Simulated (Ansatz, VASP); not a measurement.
## Al in VASP and in Ansatz

File POSCAR:

```
Al
1.0
    2.7217600000      0.0000000000      0.0000000000
    0.0000000000      2.7217600000      0.0000000000
    0.0000000000      0.0000000000      2.7217600000
Al
1
Direct
    0.0000000000      0.0000000000      0.0000000000
```

INCAR.step1

```
  PREC = Accurate
  ENCUT = 600
  EDIFF = 1E-5
  ISMEAR = -1
  SIGMA = 0.05
  LREAL = False
  LASPH = True
  NELM = 80
  ALGO = Normal
  LWAVE = True
  LCHARG = False
  GGA = PE
  NBANDS = 8
```

The input INCAR.step2:

```
  PREC = Accurate
  ENCUT = 600
  EDIFF = 1E-6
  ISMEAR = -1
  SIGMA = 0.05
  LREAL = False
  LASPH = True
  NELM = 80
  ALGO = Normal
  ISIF = 3
  LWAVE = False
  LCHARG = False
  GGA = PE
  LHFCALC = True
  AEXX = 0.25
  PRECFOCK = Normal
  IBRION = 2
  NSW = 60
  EDIFFG = -0.01
  ISTART = 1
```

KPOINTS

```
regular mesh
0
Gamma
  5 5 5
```

File input.yaml:

```yaml
crystal:
  lattice:
    - [2.72176, 0.0, 0.0]
    - [0.0, 2.72176, 0.0]
    - [0.0, 0.0, 2.72176]
  atoms:
    - { symbol: Al, position: [0.0, 0.0, 0.0] }
hamiltonian:
  xc: pbe0
  pseudopotentials: { kind: paw }
kpoints:
  mp_grid: { grid: [5, 5, 5] }
scf:
  occupations: { method: fermi_dirac, width: 0.05 }
output:
  forces: true
  stress: true
  eigenvalues: true
relax:
  f_tol: 0.01
  max_steps: 40
  cell: { stress_tol: 0.05 }
```

The cell was built by a generator and needn't be a form met in nature.

Alike in both runs: task relaxation of cell and atoms; functional PBE0; k mesh 5 × 5 × 5; occupations fermi-dirac, width 0.05 eV; no spin polarisation.

|  | VASP | Ansatz |
| --- | --- | --- |
| version | VASP 6.6.1 | Ansatz 0.2.0 |
| potentials or method | VASP PAW PBE potentials, release 64 (Al) | Ansatz PAW |
| plane-wave cutoff (eV) | 600 | 420 |
| valence electrons in the cell | 3 | 3 |

VASP gave:

| Property | Result |
| --- | --- |
| gap on the k mesh at the Fermi level, each at its own relaxed structure (eV) | none |
| relaxed volume (Å³/atom) | 19.76 |
| relaxed cell length with the largest relative difference (Å) | 2.704 |
| energy change over the relaxation (meV/atom) | -2 |

Task: Estimate Ansatz's values.

Result: gap on the k mesh at the Fermi level, each at its own relaxed structure (eV): none; relaxed volume (Å³/atom): 19.82; relaxed cell length with the largest relative difference (Å): 2.706; energy change over the relaxation (meV/atom): -1.

A gap of «none» marks a metal or a gap that the smearing closes.

Caveats: the k mesh is coarse (spacing up to 0.46 Å⁻¹), so the values aren't converged, least of all with exact exchange; the PAW data sets were made with another functional, which shifts forces and pressure a little (VASP); the plane-wave basis is chosen anew once the cell has moved, so the energies of steps on either side of that aren't comparable (Ansatz); the PAW data sets come from PBE, with cores solved anew for the run's functional, which leaves a small shift of forces and pressure (Ansatz).
